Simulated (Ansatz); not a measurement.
Te2Mo:

```
Te Mo
1.0
     3.51820    0.00000    0.00000
    -1.75910    3.04685    0.00000
     0.00000    0.00000   13.97360
Te Mo
4 2
Direct
  0.66667 0.33333 0.37900
  0.33333 0.66667 0.87900
  0.66667 0.33333 0.12100
  0.33333 0.66667 0.62100
  0.66667 0.33333 0.75000
  0.33333 0.66667 0.25000
```

```yaml
Program: Ansatz 0.2.0
Task: relaxation of cell and atoms
Functional: BLYP
Potentials_or_basis: Ansatz PAW
Cutoff: "420 eV (not typed: the program's choice for these potentials)"
k_mesh: 9 × 9 × 2
Occupations: fermi-dirac, width 0.05 eV
Spin: no spin polarisation
```

At the start: volume 24.96 Å³/atom.

Problem. Where does the relaxation end?

Solution. It ends after 26 steps and the volume is 42.82 Å³/atom (+71.5 %); space group P6_3/mmc (No. 194, to 0.05 Å).

Step by step:
| step | energy change (eV) | largest force (eV/Å) | volume (Å³) |
| --- | --- | --- | --- |
| 1 | 0.0000 | 0.4603 | 149.79 |
| 2 | -0.3955 | 0.7818 | 170.32 |
| 3 | -0.4792 | 0.6841 | 182.17 |
| 4 | -0.5885 | 0.0060 | 179.79 |
| 5 | -0.6042 | 0.0058 | 182.93 |
| 6 | -0.6109 | 0.0288 | 187.99 |
| 7 | -0.6112 | 0.0002 | 188.16 |
| 8 | -0.6321 | 0.0002 | 188.16 |
| 9 | -0.6459 | 0.0094 | 194.20 |
| 10 | -0.6575 | 0.0574 | 202.10 |
| 11 | -0.6641 | 0.0041 | 210.23 |
| 12 | -0.6641 | 0.0080 | 211.93 |
| 13 | -0.6640 | 0.0035 | 212.53 |
| 14 | -0.6720 | 0.0035 | 212.53 |
| 15 | -0.6762 | 0.0014 | 218.52 |
| 16 | -0.6797 | 0.0497 | 226.48 |
| 17 | -0.6811 | 0.0149 | 235.07 |
| 18 | -0.6812 | 0.0092 | 235.76 |
| 19 | -0.6813 | 0.0004 | 235.45 |
| 20 | -0.6860 | 0.0002 | 235.45 |
| 21 | -0.6867 | 0.0005 | 238.58 |
| 22 | -0.6876 | 0.0212 | 244.58 |
| 23 | -0.6880 | 0.0394 | 252.50 |
| 24 | -0.6878 | 0.0038 | 257.07 |
| 25 | -0.6880 | 0.0014 | 256.91 |
| 26 | -0.6911 | 0.0017 | 256.91 |

Final structure:
```cif
data_structure
_symmetry_space_group_name_H-M 'P 1'
_symmetry_Int_Tables_number 1
_cell_length_a 3.6763
_cell_length_b 3.6763
_cell_length_c 21.9490
_cell_angle_alpha 90.000
_cell_angle_beta 90.000
_cell_angle_gamma 120.000
_cell_volume 256.91
loop_
_atom_site_label
_atom_site_type_symbol
_atom_site_fract_x
_atom_site_fract_y
_atom_site_fract_z
_atom_site_occupancy
Te1 Te 0.66667 0.33333 0.33210 1
Te2 Te 0.33333 0.66667 0.83210 1
Te3 Te 0.66667 0.33333 0.16790 1
Te4 Te 0.33333 0.66667 0.66790 1
Mo1 Mo 0.66667 0.33333 0.75000 1
Mo2 Mo 0.33333 0.66667 0.25000 1
```

Caveat: the volume moved by over 15 % at a fixed basis, so the end points are rough; the plane-wave basis is chosen anew once the cell has moved, so the energies of steps on either side of that aren't comparable; this functional lacks dispersion, which binds the layers, so the pressure and a relaxed spacing across them are unreliable, and here the layers came unbound; the volume moved by +72 % from the deposited cell, more than functionals usually miss; the PAW data sets come from PBE, with cores solved anew for the run's functional, which leaves a small shift of forces and pressure.
